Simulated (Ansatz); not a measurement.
SiC: how the axes shrink under pressure

SiC, P6_3mc, a = 3.075 Å, c = 5.048 Å. The compound has several low-lying forms, and this is one of them. Ansatz: r2SCAN, PAW, 500 eV, Γ-centred 12×12×6 mesh on 4 atoms, Gaussian smearing 0.02 eV; no spin polarisation. Cell and atoms are relaxed at each pressure, and no other structure is tried, so the rows at high pressure may lie past a change of phase. y = 100 ln(c/c0) with c0 = 5.0483 Å, so nearly a change in per cent. The pressures are the targets, met within 0.01 GPa.

| P (GPa) | y | 100 ln(a/a0) |
| --- | --- | --- |
| -1.0 | ? | ? |
| 0.0 | 0.00 | 0.00 |
| 1.0 | -0.14 | -0.15 |
| 4.0 | -0.59 | -0.56 |
| 12.0 | -1.64 | -1.58 |
| 25.0 | -3.13 | -3.03 |
| 50.0 | -5.52 | -5.31 |
| 90.0 | -8.52 | -8.12 |

Problem. Fit y = c1 P + c2 P² to the other rows, give the linear compressibility along c, and predict the missing y.

Solution. Least squares on the rows shown. y = −0.1345 P + 0.0004450 P². The linear compressibility along c is −c1/100 = 1.35 per TPa, against 1.30 along a from the same fit to the last column (its missing entry is 0.15): the crystal is about as stiff along both at low pressure. The runs next to zero pressure give 1.42 and 1.48, so a parabola over the whole range misstates the start. With a term in P³ added, the coefficient of P becomes -0.1459, 9 % more, which shows how far this figure hangs on the form. At P = -1.0 the fit asked for gives 0.13. The run gave 0.14, so the fit is 0.01 too low, within the rms miss on the fitted rows (0.06): the form describes this series only roughly.